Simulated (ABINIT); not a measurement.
Runs of ABINIT 10.8.3 (patched build) on SiC (Moissanite). Symmetry: P6_3mc, No. 186, hexagonal system. The conventional cell has a = 3.076 Å, b = 3.076 Å, c = 5.048 Å, α = 90.00°, β = 90.00°, γ = 120.00°. Si (site symmetry 3m) is surrounded by 4 C at 1.87 to 1.94 Å. Around C (site symmetry 3m) lie 4 Si at 1.87 to 1.94 Å. 

```tsv
level	gap on the mesh (eV)	pressure (GPa)	relaxed volume (Å³/atom)
PBEsol	2.28	0.0	(c)
BLYP	(b)	0.0	10.76
LDA	2.28	0.0	10.16
AM05	2.30	0.0	(a)
RPBE	2.53	0.0	10.63
```

Alike in all rows: task relaxation of cell and atoms; potentials or basis JTH PAW PBE v2.0; no spin polarisation; cell relaxed; k mesh 10 × 10 × 5; cutoff (eV) 626; smearing fermi-dirac 0.05 eV.

Task: Fill in the values left out.

Result: (a) 10.30; (b) 2.82; (c) 10.33.

Caveats: the PAW data sets were made with another functional, which shifts forces and pressure a little; an odd mesh through Γ misses points on the zone boundary, where band edges often lie.

Runs at the PBE level aren't shown here.
